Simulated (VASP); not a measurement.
# LiF (P4/mmm) in VASP: further runs, part 2 of 2

VASP 6.6.1. Earlier steps stand in the parts before.

### Step 4. Single point, PBE

The input, INCAR:

```
SYSTEM = LiF
PREC = Accurate
ENCUT = 520
EDIFF = 1E-6
ISMEAR = 0
SIGMA = 0.02
LREAL = .False.
LASPH = .True.
NELM = 100
ALGO = Fast
ISIF = 2
LWAVE = .False.
LCHARG = .False.
GGA = PE
NBANDS = 12
```

The input, KPOINTS:

```
regular mesh
0
Gamma
  8 8 6
  0 0 0
```

The input, POSCAR:

```
LiF
1.0
    2.6950672281      0.0000000000      0.0000000000
    0.0000000000      2.6950672281      0.0000000000
    0.0000000000      0.0000000000      4.4518834996
Li F
1 1
Direct
    0.0000000000      0.0000000000      0.0000000000
    0.5000000000      0.5000000000      0.0000000000
```

Potentials or basis: VASP PAW PBE potentials, release 64 (Li_sv, F).

Command:

```bash
> cat potpaw_PBE.64/Li_sv/POTCAR potpaw_PBE.64/F/POTCAR > POTCAR
> mpirun -np 1 vasp_std > vasp.out
```

OUTCAR:

```text
SYSTEM = LiF
   PREC = Accurate
   ENCUT = 520
   EDIFF = 1E-6
   ISMEAR = 0
   LREAL = .False.
   LASPH = .True.
   NELM = 100
   ISIF = 2
   GGA = PE

 ion  position               nearest neighbor table
   1  0.000  0.000  0.000-   2 1.91   2 1.91   2 1.91   2 1.91
   2  0.500  0.500  0.000-   1 1.91   1 1.91   1 1.91   1 1.91

  LATTYP: Found a simple tetragonal cell.
 ALAT       =     2.6950672281
 C/A-ratio  =     1.6518636170

  Lattice vectors:

 A1 = (   2.6950672281,   0.0000000000,   0.0000000000)
 A2 = (   0.0000000000,   2.6950672281,   0.0000000000)
 A3 = (   0.0000000000,   0.0000000000,   4.4518834996)

Analysis of symmetry for initial positions (statically):
=====================================================================
 Subroutine PRICEL returns:
 Original cell was already a primitive cell.

 Routine SETGRP: Setting up the symmetry group for a
 simple tetragonal supercell.

 Subroutine GETGRP returns: Found 16 space group operations
 (whereof 16 operations were pure point group operations)
 out of a pool of 16 trial point group operations.

The static configuration has the point symmetry D_4h.

Analysis of symmetry for dynamics (positions and initial velocities):
=====================================================================
 Subroutine PRICEL returns:
 Original cell was already a primitive cell.

 Routine SETGRP: Setting up the symmetry group for a
 simple tetragonal supercell.

 Subroutine GETGRP returns: Found 16 space group operations
 (whereof 16 operations were pure point group operations)
 out of a pool of 16 trial point group operations.

The dynamic configuration has the point symmetry D_4h.

 Subroutine INISYM returns: Found 16 space group operations
 (whereof 16 operations are pure point group operations),
 and found     1 'primitive' translations

----------------------------------------------------------------------------------------

                                     Primitive cell

  volume of cell :      32.3358

  direct lattice vectors                    reciprocal lattice vectors
[... 121 lines left out ...]
  energy-cutoff  :      520.00
  volume of cell :       32.34
 maximum number of plane-waves:       884
   NGX = 11   NGY = 11   NGZ = 17

 number of electron      10.0000000 magnetization

 number of electron       9.9999981 magnetization

 Free energy of the ion-electron system (eV)
  ---------------------------------------------------
  ext. energy  EPLUGINS =         0.00000000
  ---------------------------------------------------
  free energy    TOTEN  =        -9.40358893 eV

  energy without entropy =       -9.40358893  energy(sigma->0) =       -9.40358893

 E-fermi :  -3.7920     XC(G=0):  -6.4346

 val. band max:       -4.0110981161   @ k =   0.5000   0.0000   0.5000
 cond. band min:       1.7607825045   @ k =   0.0000   0.0000   0.0000
 fundamental gap:      5.7718806207
 Fermi energy:        -3.7919705565

 k-point     1 :       0.0000    0.0000    0.0000
  band No.  band energies     occupation
      1     -45.2588      2.00000
      2     -23.6242      2.00000
      3      -5.2813      2.00000
      4      -4.3763      2.00000
      5      -4.3763      2.00000
      6       1.7608      0.00000
      7       7.6762      0.00000
      8      11.9987      0.00000
      9      15.7912      0.00000
     10      18.5667      0.00000
     11      18.5667      0.00000
     12      22.6177      0.00000
[... 331 lines left out ...]
 k-point    24 :       0.5000    0.1250    0.1667
  band No.  band energies     occupation
      1     -45.2162      2.00000
      2     -23.4197      2.00000
      3      -6.1029      2.00000
      4      -4.5963      2.00000
      5      -4.4137      2.00000
      6       6.6337      0.00000
      7       7.0499      0.00000
      8       9.3797      0.00000
      9      11.7863      0.00000
     10      15.5484      0.00000
     11      15.8941      0.00000
     12      17.7454      0.00000

 [... further k-points ...]

------------------------ aborting loop because EDIFF is reached ----------------------------------------

  FORCE on cell =-STRESS in cart. coord.  units (eV):
  Direction    XX          YY          ZZ          XY          YZ          ZX
  --------------------------------------------------------------------------------------
  -------------------------------------------------------------------------------------
  Total       -0.0146615     -0.0146615     -0.0406521      0.0000000     -0.0000000     -0.0000000
  in kB       -0.7264525     -0.7264525     -2.0142377      0.0000000     -0.0000000     -0.0000000
  external PRESSURE =      -1.1557142 kB  Pullay stress =       0.0000000 kB

 VOLUME and BASIS-vectors are now :
 -----------------------------------------------------------------------------
  energy-cutoff  :      520.00
  volume of cell :       32.34
      direct lattice vectors                 reciprocal lattice vectors
     2.695067228  0.000000000  0.000000000     0.371048258  0.000000000  0.000000000
     0.000000000  2.695067228  0.000000000     0.000000000  0.371048258  0.000000000
     0.000000000  0.000000000  4.451883500     0.000000000  0.000000000  0.224624027

 POSITION                                       TOTAL-FORCE (eV/Angst)
 -----------------------------------------------------------------------------------
      0.00000      0.00000      0.00000         0.000000      0.000000      0.000000
      1.34753      1.34753      0.00000         0.000000      0.000000      0.000000
 -----------------------------------------------------------------------------------
    total drift:                                0.000000      0.000000     -0.000000

  FREE ENERGIE OF THE ION-ELECTRON SYSTEM (eV)
  ---------------------------------------------------
  free  energy   TOTEN  =        -9.4035889305 eV

  energy  without entropy=       -9.4035889305  energy(sigma->0) =       -9.40358893
```

It took 17 s on 1 thread of Intel Xeon Platinum 8259CL at 2.50GHz (Skylake/Cascade Lake), shared host; peak memory 0.14 GiB.

Results:

| Quantity | Value |
| --- | --- |
| Free energy | -9.4036 eV |
| Band gap on the k mesh | 5.77 eV, indirect (least direct gap 6.14 eV) |

Caveat: the cutoff is under 1.25 times the usual one of these potentials, so pressure, stress and relaxed cells hold a basis-set (Pulay) error. A k mesh can miss the band edges.

### Step 5. Relaxation of cell and atoms, PBE

This run uses another cell than the first one, of 14.25 Å³/atom, 0.881 times its volume.

The input, INCAR:

```
PREC = Accurate
ENCUT = 600
EDIFF = 1E-6
ISMEAR = 0
SIGMA = 0.02
LREAL = F
LASPH = T
NELM = 100
ALGO = Normal
ISIF = 3
LWAVE = F
LCHARG = F
GGA = PE
IBRION = 2
NSW = 100
EDIFFG = -0.01
```

The input, KPOINTS:

```
regular mesh
0
Gamma
  8 8 6
```

The input, POSCAR:

```
LiF
1.0
    2.6943952136      0.0000000000      0.0000000000
    0.0000000000      2.6943952136      0.0000000000
    0.0000000000      0.0000000000      3.9249871704
Li F
1 1
Direct
    0.0000000000      0.0000000000      0.0000000000
    0.5000000000      0.5000000000      0.0000000000
```

Command:

```bash
> cat potpaw_PBE.64/Li_sv/POTCAR potpaw_PBE.64/F/POTCAR > POTCAR
> mpirun -np 1 vasp_std > vasp.out
```

It took 14 s on 1 thread of Intel Xeon Platinum 8259CL at 2.50GHz (Skylake/Cascade Lake), shared host; peak memory 0.15 GiB.

It converged, with:

```yaml
Free_energy: -9.4018 eV
Relaxed_volume: 14.21 Å³/atom
Relaxed_cell: a = 2.691 Å, b = 2.691 Å, c = 3.924 Å, α = 90.00°, β = 90.00°, γ = 90.00°
Space_group_after_relaxing_to_0.05_Å: P4/mmm (No. 123)
Energy_gained_by_relaxing: 0.0 meV/atom
Ionic_steps: 2
Pressure_after_relaxing: -0.1 GPa
Band_gap_on_the_k_mesh: 5.94 eV, indirect (least direct gap 6.31 eV)
```

Final structure:
```
Li F
1.0
     2.69116    0.00000    0.00000
     0.00000    2.69116    0.00000
     0.00000    0.00000    3.92439
Li F
1 1
Direct
  0.00000 0.00000 0.00000
  0.50000 0.50000 0.00000
```

Levels at points of the mesh, in eV from the valence-band top:
| k point | band 2 | band 3 | band 4 | band 5 | band 6 | band 7 | band 8 | band 9 |
| --- | --- | --- | --- | --- | --- | --- | --- | --- |
| (0.00, 0.00, 0.00) | -19.63 | -1.14 | -0.37 | -0.37 | 5.94 | 13.20 | 17.75 | 19.68 |
| (0.50, 0.00, 0.00) | -19.47 | -2.09 | -0.55 | -0.01 | 10.39 | 11.28 | 13.23 | 17.35 |
| (0.50, 0.50, 0.00) | -19.10 | -2.39 | -2.39 | -0.18 | 14.65 | 15.25 | 15.25 | 16.96 |
| (0.00, 0.00, 0.50) | -19.62 | -1.66 | -0.36 | -0.36 | 7.70 | 11.10 | 20.38 | 21.10 |
| (0.50, 0.00, 0.50) | -19.46 | -2.02 | -0.79 | 0.00 | 9.23 | 13.11 | 13.21 | 16.34 |
| (0.50, 0.50, 0.50) | -19.09 | -2.35 | -2.35 | -0.32 | 13.75 | 15.09 | 15.09 | 17.61 |

Caveat: the cutoff is under 1.25 times the usual one of these potentials, so pressure, stress and relaxed cells hold a basis-set (Pulay) error.
